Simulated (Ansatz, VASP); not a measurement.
## Two plane-wave programs on Pt

```
Pt
1.0
     0.01713    1.95790    1.95790
     1.95790    0.01713    1.95790
     1.97503    1.97503    0.00000
Pt
1
Cartesian
  0.0000 0.0000 0.0000
```

Change from the starting cell: strain +0.0175 x Voigt [0, 0, 0, 0, 0, 1], atoms carried along.

Alike in both runs: task single point; functional PBEsol; k mesh 20 × 20 × 20; occupations gaussian, width 0.15 eV; no spin polarisation.

|  | VASP | Ansatz |
| --- | --- | --- |
| version | VASP 6.6.1 | Ansatz 0.2.0 |
| potentials or method | VASP PAW PBE potentials, release 64 (Pt) | scalar-relativistic, plane waves, PAW |
| plane-wave cutoff (eV) | 520 | 420 |
| valence electrons in the cell | 10 | 18 |

Ansatz gave:

| Property | Result |
| --- | --- |
| gap on the k mesh at the Fermi level (eV) | none |
| pressure (GPa) | 0.7 |
| largest component of the traceless stress (GPa) | 1.42 |

**Question.** Which values does VASP return?

**Answer.** gap on the k mesh at the Fermi level (eV): none; pressure (GPa): 0.3; largest component of the traceless stress (GPa): 1.44.

A gap of «none» marks a metal or a gap that the smearing closes. With one functional, cell and mesh, what is left measures potentials, basis and numerics. The two sets of potentials don't hold the same shells in valence.

Caveats: the PAW data sets were made with another functional, which shifts forces and pressure a little (VASP). The runs have no spin-orbit coupling, so splittings on Pt are missing.
